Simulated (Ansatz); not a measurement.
Input and command of a plane-wave DFT calculation in Ansatz:

```yaml
crystal:
  lattice:
    - [13.2, 0.0, 0.0]
    - [0.0, 13.5, 0.0]
    - [0.0, 0.0, 13.8]
  atoms:
    - { symbol: B, position: [0.3561688506, 0.3593650984, 0.4633449277] }
    - { symbol: As, position: [0.4472450313, 0.4484173639, 0.376228581] }
    - { symbol: B, position: [0.3561688506, 0.5374696295, 0.6375776211] }
    - { symbol: As, position: [0.4472450313, 0.626521895, 0.5504612744] }
    - { symbol: As, position: [0.6293973926, 0.4484173639, 0.5504612744] }
    - { symbol: B, position: [0.538321212, 0.5374696295, 0.4633449277] }
    - { symbol: H, position: [0.4082178522, 0.3084727413, 0.5131309292] }
    - { symbol: H, position: [0.3041198491, 0.4102574555, 0.5131309292] }
    - { symbol: H, position: [0.3041198491, 0.3084727413, 0.4135589262] }
    - { symbol: H, position: [0.380762273, 0.5134227276, 0.3126363774] }
    - { symbol: H, position: [0.5137277896, 0.3834120003, 0.3126363774] }
    - { symbol: H, position: [0.4082178522, 0.4865772724, 0.6873636226] }
    - { symbol: H, position: [0.3041198491, 0.4865772724, 0.5877916196] }
    - { symbol: H, position: [0.3041198491, 0.5883619865, 0.6873636226] }
    - { symbol: H, position: [0.380762273, 0.6915272587, 0.4868690708] }
    - { symbol: H, position: [0.5137277896, 0.6915272587, 0.614053478] }
    - { symbol: H, position: [0.6958801509, 0.3834120003, 0.4868690708] }
    - { symbol: H, position: [0.6958801509, 0.5134227276, 0.614053478] }
    - { symbol: H, position: [0.5629146344, 0.3834120003, 0.614053478] }
    - { symbol: H, position: [0.5903702135, 0.5883619865, 0.4135589262] }
basis:
  ecutwfc: 420
kpoints:
  mp_grid: { grid: [1, 1, 1] }
hamiltonian:
  xc: pbe
scf:
  occupations: { method: gaussian, width: 0.05 }
output:
  forces: true
  eigenvalues: true
  populations: true
  write_density: true
  write_potential: true
  elf: true
  volumetric_format: npy
relax:
  adjacent_minimum: "off"
  f_tol: 0.03
  max_steps: 40
```

```bash
ansatz run input.yaml --threads 4 --pin off --max-ram 11264MiB --backend cpu --events-out ev --progress --plain --runs-dir out
```

Processor: Arm Neoverse V1, 4 threads, on a host shared with other jobs.

Q: How long does it run, and how much memory does it take?

A: About 120 s on 4 threads of Arm Neoverse V1 (shared host), peak memory 1.4 GiB. It solves 54 bands at 1 k points (the mesh reduced by the symmetry that the task leaves, which can be less than the crystal's) with about 48043 plane waves, in 181 SCF iterations over 29 ionic steps.
